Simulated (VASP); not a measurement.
**Ag: relaxation of cell and atoms with RPBE**

The system is Ag.

```xyz
1
Lattice="0.0000 2.1052 2.1052 2.1052 0.0000 2.1052 2.1052 2.1052 0.0000" Properties=species:S:1:pos:R:3 pbc="T T T"
Ag    0.0000    0.0000    0.0000
```

```json
{
  "Program": "VASP 6.6.1",
  "Task": "relaxation of cell and atoms",
  "Functional": "RPBE",
  "Potentials or basis": "VASP PAW PBE potentials, release 64 (Ag)",
  "Cutoff": "600 eV",
  "k mesh": "16 × 16 × 16",
  "Occupations": "methfessel-paxton, width 0.1 eV",
  "Spin": "no spin polarisation",
  "Further INCAR settings": "ALGO = Normal; EDIFF = 1e-07; IBRION = 2; EDIFFG = -0.005; NSW = 90; ISIF = 3"
}
```

```json
{"Relaxed volume": "18.68 Å³/atom", "Relaxed cell": "a = 2.978 Å, b = 2.978 Å, c = 2.978 Å, α = 60.00°, β = 60.00°, γ = 60.00°", "Space group after relaxing (to 0.05 Å)": "Fm-3m (No. 225)", "Energy gained by relaxing": "0.0 meV/atom", "Ionic steps": "2", "Pressure after relaxing": "0.0 GPa", "Band gap on the k mesh": "none (metal or under the smearing width)"}
```

Final structure:
```xyz
1
Lattice="0.0000 2.1061 2.1061 2.1061 0.0000 2.1061 2.1061 2.1061 0.0000" Properties=species:S:1:pos:R:3 pbc="T T T"
Ag    0.0000    0.0000    0.0000
```

Levels at points of the mesh, in eV from the Fermi level:
| k point | band 4 | band 5 | band 6 | band 7 | band 8 | band 9 |
| --- | --- | --- | --- | --- | --- | --- |
| (0.00, 0.00, 0.00) | -4.49 | -3.62 | -3.62 | 15.80 | 18.89 | 18.89 |
| (0.50, 0.00, 0.00) | -2.95 | -2.95 | -0.11 | 3.17 | 15.02 | 17.01 |
| (0.50, 0.50, 0.00) | -2.77 | -2.77 | 1.74 | 6.11 | 10.27 | 10.27 |

It took 28 s on 1 thread of AMD EPYC 7R13 Processor (Zen 3), with other jobs on the host, peak memory 0.14 GiB.

Caveat: the PAW data sets were made with another functional, which shifts forces and pressure a little.
